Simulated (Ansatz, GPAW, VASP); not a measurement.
One calculation of Bi, 3 ways

```
CELL_PARAMETERS angstrom
-1.98143 1.98143 1.98143
1.98143 -1.98143 1.98143
1.98143 1.98143 -1.98143
ATOMIC_POSITIONS crystal
Bi 0.00000 0.00000 0.00000
```

This isn't the form of Bi at room conditions, which is rhombohedral.

Alike in all runs: task band structure; functional LDA; k mesh 9 × 9 × 9; occupations fermi-dirac, width 0.05 eV; no spin polarisation; no spin-orbit coupling. LDA stands for any of its common fits. Pressure is positive in compression and, in plane waves, holds the error of the finite cutoff.

```json
{"program and potentials": "VASP, LDA PAW files Bi_d, 520 eV", "plane-wave cutoff (eV)": "520", "notes": "-", "band gap (eV)": "no gap", "pressure (GPa)": "-3.24"}
{"program and potentials": "GPAW, the program's PAW data sets (release 1.2.1) made for this functional", "plane-wave cutoff (eV)": "600", "notes": "-", "band gap (eV)": "no gap", "pressure (GPa)": "-3.43"}
{"program and potentials": "Ansatz, all-electron LAPW, scalar-relativistic", "plane-wave cutoff (eV)": "-", "notes": "-", "band gap (eV)": "no gap", "pressure (GPa)": "-3.28"}
```

None finds a gap. The pressure spans -3.43 (GPAW, the program's PAW data sets (release 1.2.1) made for this functional) to -3.24 GPa (VASP, LDA PAW files Bi_d, 520 eV), with all-electron results at -3.28.

The functional is the same throughout but for its coding, so the spread measures potentials, basis and numerics; runs on potential files found faulty are left out.
